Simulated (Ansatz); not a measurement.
The system is TaN.

```
CELL_PARAMETERS angstrom
2.93800 0.00000 0.00000
-1.46900 2.54438 0.00000
0.00000 0.00000 2.88300
ATOMIC_POSITIONS crystal
Ta 0.00000 0.00000 0.50000
N 0.66667 0.33333 0.00000
```

Base run:

| Quantity | Value |
| --- | --- |
| Program | Ansatz 0.2.0 |
| Functional | PBEsol |
| Potentials or basis | Ansatz PAW |
| Cutoff | 420 eV (not typed: the program's choice for these potentials) |
| k mesh | 10 × 10 × 9 |
| Occupations | fermi-dirac, width 0.05 eV |
| Spin | no spin polarisation |
| Hubbard terms | Ta d U = 2 eV |

Its results: band gap on the k mesh none (metal or under the smearing width); pressure -3.2 GPa.

The run is repeated on the same cell with these changes: hubbard terms from Ta d U = 2 eV to Ta d U = 3 eV. What comes out?

Band gap on the k mesh none (metal or under the smearing width); pressure -2.2 GPa.

Caveats: U without spin polarisation on a metal has little footing; the PAW data sets come from PBE, with cores solved anew for the run's functional, which leaves a small shift of forces and pressure.
